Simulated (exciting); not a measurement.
# Cu (Fm-3m) in exciting: reference runs

How does Cu come out in PBE? The cell is run as given and disturbed.

Everything below comes from runs of exciting (release sodium). Logs are shortened: lines on timing, memory, paths and dates and some standing lists are left out, and cuts for length are marked.

## 1. Starting point

The structure is cubic, space group Fm-3m (No. 225). The conventional cell has a = 3.615 Å, b = 3.615 Å, c = 3.615 Å, α = 90.00°, β = 90.00°, γ = 90.00°. Around Cu (site symmetry m-3m) lie 12 Cu at 2.56 Å.

## 2. Single point, PBE

input.xml

```xml
<input>
  <title>Cu</title>
  <structure speciespath="./" tshift="false">
    <crystal scale="1">
      <basevect>0.000000000000 3.415679970261 3.415679970261</basevect>
      <basevect>3.415679970261 0.000000000000 3.415679970261</basevect>
      <basevect>3.415679970261 3.415679970261 0.000000000000</basevect>
    </crystal>
    <species speciesfile="Cu.xml" rmt="2">
      <atom coord="0.000000000000 0.000000000000 0.000000000000"/>
    </species>
  </structure>
  <groundstate do="fromscratch" ngridk="13 13 13" rgkmax="9" gmaxvr="14" lmaxapw="10" lmaxmat="10" lmaxvr="8" xctype="GGA_PBE" stype="Fermi Dirac" swidth="0.00183747" nempty="12" ValenceRelativity="iora*" epsengy="1e-05" epspot="1e-05" maxscl="60" tforce="true" outputlevel="normal"/>
  <properties>
    <chargedensityplot>
      <plot3d>
        <box grid="13 13 13">
          <origin coord="0 0 0"/>
          <point coord="1 0 0"/>
          <point coord="0 1 0"/>
          <point coord="0 0 1"/>
        </box>
      </plot3d>
    </chargedensityplot>
    <elfplot>
      <plot3d>
        <box grid="13 13 13">
          <origin coord="0 0 0"/>
          <point coord="1 0 0"/>
          <point coord="0 1 0"/>
          <point coord="0 0 1"/>
        </box>
      </plot3d>
    </elfplot>
    <exccplot>
      <plot3d>
        <box grid="13 13 13">
          <origin coord="0 0 0"/>
          <point coord="1 0 0"/>
          <point coord="0 1 0"/>
          <point coord="0 0 1"/>
        </box>
      </plot3d>
    </exccplot>
  </properties>
</input>
```

Potentials or basis: all-electron LAPW+lo, shipped species files, valence relativity iora*.

Started as:

```
OMP_NUM_THREADS=1 exciting_smp
```

INFO.OUT:

```text
================================================================================
EXCITING SODIUM started
[... 10 lines left out ...]

 Lattice vectors (cartesian) :
      0.0000000000      3.4156799703      3.4156799703
      3.4156799703      0.0000000000      3.4156799703
      3.4156799703      3.4156799703      0.0000000000

 Reciprocal lattice vectors (cartesian) :
     -0.9197561484      0.9197561484      0.9197561484
      0.9197561484     -0.9197561484      0.9197561484
      0.9197561484      0.9197561484     -0.9197561484

 Unit cell volume                           :      79.7005860214
 Brillouin zone volume                      :       3.1122759044

 Species :    1 (Cu)
     parameters loaded from                 :    Cu.xml
     name                                   :    copper
     nuclear charge                         :     -29.00000000
     electronic charge                      :      29.00000000
     atomic mass                            :  115837.27170000
     muffin-tin radius                      :       2.00000000
     # of radial points in muffin-tin       :     350

     atomic positions (lattice) :
       1 :   0.00000000  0.00000000  0.00000000

 Total number of atoms per unit cell        :       1

 Spin treatment                             :    spin-unpolarised

 Number of Bravais lattice symmetries       :      48
 Number of crystal symmetries               :      48

 k-point grid                               :      13   13   13
 Total number of k-points                   :      84
 k-point set is reduced with crystal symmetries

 R^MT_min * |G+k|_max (rgkmax)              :       9.00000000
 Species with R^MT_min                      :       1 (Cu)
 Maximum |G+k| for APW functions            :       4.50000000
 Maximum |G| for potential and density      :      14.00000000

 G-vector grid sizes                        :      24    24    24
 Total number of G-vectors                  :    3695

 Maximum angular momentum used for
     APW functions                          :      10
     computing H and O matrix elements      :      10
     potential and density                  :       8
     inner part of muffin-tin               :       2

 Total nuclear charge                       :     -29.00000000
 Total electronic charge                    :      29.00000000
 Total core charge                          :      12.00000000
 Total valence charge                       :      17.00000000

 Number of empty states                     :      12
 Total number of valence states             :      21

 Maximum Hamiltonian size                   :     142
 Maximum number of plane-waves              :     130
 Total number of local-orbitals             :      12

 Exchange-correlation type                  :      20
     Perdew-Burke-Ernzerhof, Phys. Rev. Lett. 77, 3865 (1996)
     Generalised gradient approximation (GGA)

 Smearing scheme                            :    Fermi-Dirac
 Smearing width                             :       0.00183747

 Using multisecant Broyden potential mixing
[... 16 lines left out ...]
+ SCF iteration number :    1                                                  +
++++++++++++++++++++++++++++++++++++++++++++++++++++++++++++++++++++++++++++++++
 Total energy                               :     -1641.95186158
 _______________________________________________________________
 Fermi energy                               :         0.36105196
 Kinetic energy                             :      1689.38456416
 Coulomb energy                             :     -3264.33218855
 Exchange energy                            :       -65.60608777
 Correlation energy                         :        -1.39814941

 DOS at Fermi energy (states/Ha/cell)       :         9.47669783

 Electron charges :
     core                                   :        12.00000000
     core leakage                           :         0.00156136
     valence                                :        17.00000000
     interstitial                           :         1.94339123
     charge in muffin-tin spheres :
                  atom     1    Cu          :        27.05660877
     total charge in muffin-tins            :        27.05660877
     total charge                           :        29.00000000

++++++++++++++++++++++++++++++++++++++++++++++++++++++++++++++++++++++++++++++++
+ SCF iteration number :    2                                                  +
++++++++++++++++++++++++++++++++++++++++++++++++++++++++++++++++++++++++++++++++
 Total energy                               :     -1657.86679493
 _______________________________________________________________
 Fermi energy                               :         0.30961941
 Kinetic energy                             :      1682.74933170
 Coulomb energy                             :     -3272.83691887
 Exchange energy                            :       -66.37834889
 Correlation energy                         :        -1.40085887

 DOS at Fermi energy (states/Ha/cell)       :         8.90392220

 Electron charges :
     core                                   :        12.00000000
     core leakage                           :         0.00142283
     valence                                :        17.00000000
     interstitial                           :         1.60075998
     charge in muffin-tin spheres :
                  atom     1    Cu          :        27.39924002
     total charge in muffin-tins            :        27.39924002
     total charge                           :        29.00000000
[... 253 lines left out ...]
 RMS change in effective potential (target) :  0.719584E-08  ( 0.100000E-04)
 Absolute change in total energy   (target) :  0.682627E-06  ( 0.100000E-04)
 Charge distance                   (target) :  0.189113E-08  ( 0.100000E-04)
 Abs. change in max-nonIBS-force   (target) :   0.00000      ( 0.500000E-04)

++++++++++++++++++++++++++++++++++++++++++++++++++++++++++++++++++++++++++++++++
+ SCF iteration number :   12                                                  +
++++++++++++++++++++++++++++++++++++++++++++++++++++++++++++++++++++++++++++++++
 Total energy                               :     -1655.03204778
 _______________________________________________________________
 Fermi energy                               :         0.30375184
 Kinetic energy                             :      1683.33323712
 Coulomb energy                             :     -3270.72856427
 Exchange energy                            :       -66.23650013
 Correlation energy                         :        -1.40022051

 DOS at Fermi energy (states/Ha/cell)       :         8.70679062

 Electron charges :
     core                                   :        12.00000000
     core leakage                           :         0.00143662
     valence                                :        17.00000000
     interstitial                           :         1.64198726
     charge in muffin-tin spheres :
                  atom     1    Cu          :        27.35801274
     total charge in muffin-tins            :        27.35801274
     total charge                           :        29.00000000

 RMS change in effective potential (target) :  0.867540E-10  ( 0.100000E-04)
 Absolute change in total energy   (target) :  0.471095E-06  ( 0.100000E-04)
 Charge distance                   (target) :  0.964019E-09  ( 0.100000E-04)
 Abs. change in max-nonIBS-force   (target) :   0.00000      ( 0.500000E-04)

++++++++++++++++++++++++++++++++++++++++++++++++++++++++++++++++++++++++++++++++
| Convergency criteria checked for the last 2 iterations                       +
| Convergence targets achieved. Performing final SCF iteration                 +
++++++++++++++++++++++++++++++++++++++++++++++++++++++++++++++++++++++++++++++++
 Total energy                               :     -1655.03204778
 _______________________________________________________________
 Fermi energy                               :         0.30375184
 Kinetic energy                             :      1683.33323712
 Coulomb energy                             :     -3270.72856427
 Exchange energy                            :       -66.23650013
 Correlation energy                         :        -1.40022051

 DOS at Fermi energy (states/Ha/cell)       :         8.70679061

 Electron charges :
     core                                   :        12.00000000
     core leakage                           :         0.00143662
     valence                                :        17.00000000
     interstitial                           :         1.64198726
     charge in muffin-tin spheres :
                  atom     1    Cu          :        27.35801274
     total charge in muffin-tins            :        27.35801274
     total charge                           :        29.00000000

++++++++++++++++++++++++++++++++++++++++++++++++++++++++++++++++++++++++++++++++
+ Self-consistent loop stopped                                                 +
++++++++++++++++++++++++++++++++++++++++++++++++++++++++++++++++++++++++++++++++
 STATE.OUT is written

--------------------------------------------------------------------------------
- Writing atomic positions and forces                                          -
--------------------------------------------------------------------------------

 Atomic positions (lattice) :
 atom     1  Cu  :     0.00000000    0.00000000    0.00000000

 Total atomic forces including IBS (cartesian) :
 atom     1  Cu  :     0.00000000    0.00000000    0.00000000

 Atomic force components including IBS (cartesian) :
 atom     1  Cu  :     0.00000000    0.00000000    0.00000000   HF force
                 :     0.00000000    0.00000000    0.00000000   core correction
                 :     0.00000000    0.00000000    0.00000000   IBS correction

********************************************************************************
* Groundstate module stopped                                                   *
********************************************************************************

--------------------------------------------------------------------------------
- CAUTION! Warnings have been written in file WARNING.OUT !                    -
--------------------------------------------------------------------------------
================================================================================
| EXCITING SODIUM stopped                                                      =
================================================================================
```

It took 34 s on 1 thread of Arm Neoverse V2, shared host; peak memory 0.09 GiB.

What came out:

```
Free energy                                       : -45035.7190 eV
Band gap on the k mesh                            : none (metal or under the smearing width)
All electrons inside the program's atomic spheres : Cu 27.36 (radii Cu 2.0 bohr)
```

Caveat: the log's total energy holds no entropy term; the free energy is that total less TS from the occupations.

## 3. Single point, PBE (cell strained at random at fixed volume)

input.xml

```xml
<input>
  <title>Cu</title>
  <structure speciespath="./" tshift="false">
    <crystal scale="1">
      <basevect>-0.016210070697 3.393479467749 3.404696882025</basevect>
      <basevect>3.444876238887 -0.045451692749 3.433940393803</basevect>
      <basevect>3.392674444420 3.370519295335 0.006750101717</basevect>
    </crystal>
    <species speciesfile="Cu.xml" rmt="2">
      <atom coord="0.001456000000 -0.024293000000 0.029321000000"/>
    </species>
  </structure>
  <groundstate do="fromscratch" ngridk="13 13 13" rgkmax="9" gmaxvr="14" lmaxapw="10" lmaxmat="10" lmaxvr="8" xctype="GGA_PBE" stype="Fermi Dirac" swidth="0.00183747" nempty="12" ValenceRelativity="iora*" epsengy="1e-05" epspot="1e-05" maxscl="60" tforce="true" outputlevel="normal"/>
</input>
```

Potentials or basis: all-electron LAPW+lo, shipped species files, valence relativity iora*.

Started as:

```
OMP_NUM_THREADS=1 exciting_smp
```

It took 8 min on 1 thread of Arm Neoverse V2, shared host; peak memory 0.12 GiB.

Results (log left out):

```yaml
Free_energy: -45035.7174 eV
Band_gap_on_the_k_mesh: none (metal or under the smearing width)
All_electrons_inside_the_program's_atomic_spheres: Cu 27.36 (radii Cu 2.0 bohr)
```

Levels at points of the mesh, in eV from the Fermi level:
```tsv
k point	band 4	band 5	band 6	band 7	band 8	band 9	band 10	band 11	band 12	band 13
(0.00, 0.00, 0.00)	-9.56	-3.23	-3.15	-3.11	-2.34	-2.31	22.37	24.50	25.22	25.58
```

Caveat: the log's total energy holds no entropy term; the free energy is that total less TS from the occupations.
